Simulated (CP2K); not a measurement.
Sb in CP2K: convergence with eps eigval

Input of the first run (eps eigval 1.0E-2); the others differ in this setting and in those tied to it:

File sb_converge.inp:

```
&GLOBAL
  PROJECT sb_converge
  RUN_TYPE ENERGY_FORCE
  PRINT_LEVEL LOW
&END GLOBAL
&FORCE_EVAL
  METHOD QS
  STRESS_TENSOR ANALYTICAL
  &DFT
    BASIS_SET_FILE_NAME BASIS_MOLOPT
    POTENTIAL_FILE_NAME GTH_POTENTIALS
    &MGRID
      CUTOFF 450
      REL_CUTOFF 60
      NGRIDS 5
    &END MGRID
    &QS
      METHOD GPW
      EPS_DEFAULT 1.0E-10
    &END QS
    &KPOINTS
      SCHEME MONKHORST-PACK 7 7 9
      GAMMA_CENTERED T
      SYMMETRY T
      SYMMETRY_BACKEND SPGLIB
    &END KPOINTS
    &SCF
      SCF_GUESS ATOMIC
      EPS_SCF 1.0E-6
      MAX_SCF 100
      ADDED_MOS 8
      CHOLESKY OFF
      EPS_EIGVAL 1.0E-2
      &DIAGONALIZATION ON
        ALGORITHM STANDARD
      &END DIAGONALIZATION
      &MIXING ON
        METHOD BROYDEN_MIXING
        ALPHA 0.4
        BETA 1.5
        NBUFFER 8
      &END MIXING
      &SMEAR ON
        METHOD FERMI_DIRAC
        ELECTRONIC_TEMPERATURE [K] 580.226
      &END SMEAR
    &END SCF
    &XC
      &XC_FUNCTIONAL
        &GGA_X_PBE
        &END GGA_X_PBE
        &GGA_C_PBE
        &END GGA_C_PBE
      &END XC_FUNCTIONAL
    &END XC
    &PRINT
      &KPOINTS ON
      &END KPOINTS
      &MULLIKEN ON
      &END MULLIKEN
      &MO ON
        ENERGIES T
        OCCUPATION_NUMBERS T
        &EACH
          QS_SCF 0
        &END EACH
        ADD_LAST NUMERIC
      &END MO
    &END PRINT
  &END DFT
  &SUBSYS
    &CELL
      A 3.4780915586 0.0000000000 0.0000000000
      B 0.6323660048 3.3733087665 0.0000000000
      C -2.0506885452 -1.6534489630 2.2980145299
      PERIODIC XYZ
    &END CELL
    &COORD
      SCALED
      Sb  -0.0051230000 -0.0538930000 -0.0557700000
    &END COORD
    &KIND Sb
      BASIS_SET DZVP-MOLOPT-SR-GTH-q5
      POTENTIAL GTH-PBE-q5
    &END KIND
    &PRINT
      &ATOMIC_COORDINATES ON
      &END ATOMIC_COORDINATES
      &CELL ON
      &END CELL
      &SYMMETRY ON
      &END SYMMETRY
    &END PRINT
  &END SUBSYS
  &PRINT
    &FORCES ON
    &END FORCES
    &STRESS_TENSOR ON
    &END STRESS_TENSOR
  &END PRINT
&END FORCE_EVAL
```

Potentials or basis: GTH_POTENTIALS Sb GTH-PBE-q5; DZVP-MOLOPT-SR-GTH basis.

Launch:

```sh
$ OMP_NUM_THREADS=1 cp2k.psmp -i sb_converge.inp -o sb_converge.out
```

The cell isn't the ideal one: cell strained at random at fixed volume.

This isn't the form of Sb at room conditions, which is rhombohedral.

Hardware: 1 thread of Intel(R) Xeon(R) Platinum 8259CL CPU @ 2.50GHz (Skylake/Cascade Lake) (shared host).

Problem. The values tried are 1.0E-2, 1.0E-3, 1.0E-4, 1.0E-5, 1.0E-6, 1.0E-8, loosest first. From which on does the pressure stay within 0.1 GPa of the tightest run that finished?

Solution. From 1.0E-3 on.

```csv
eps eigval,"energy less the tightest run, at zero smearing (meV/atom)",pressure (GPa),SCF cycles,CPU time (s),peak memory (GiB)
1.0E-2,12.72,2.68,11,28,0.26
1.0E-3,0.32,2.92,11,27,0.27
1.0E-4,0.00,2.92,11,27,0.26
1.0E-5,0.00,2.92,11,27,0.27
1.0E-6,0.00,2.92,11,27,0.27
1.0E-8,0.00,2.92,11,27,0.27
```

Against the tightest run, the energy stays within 1 meV/atom from 1.0E-3 on. The tightest run that finished is the yardstick and may itself not be fully converged.

Caveat, for the tightest run too: the basis of atomic orbitals isn't converged, which shifts pressures, moduli and gaps. Spin-orbit coupling is left out, which matters for the levels of Sb.
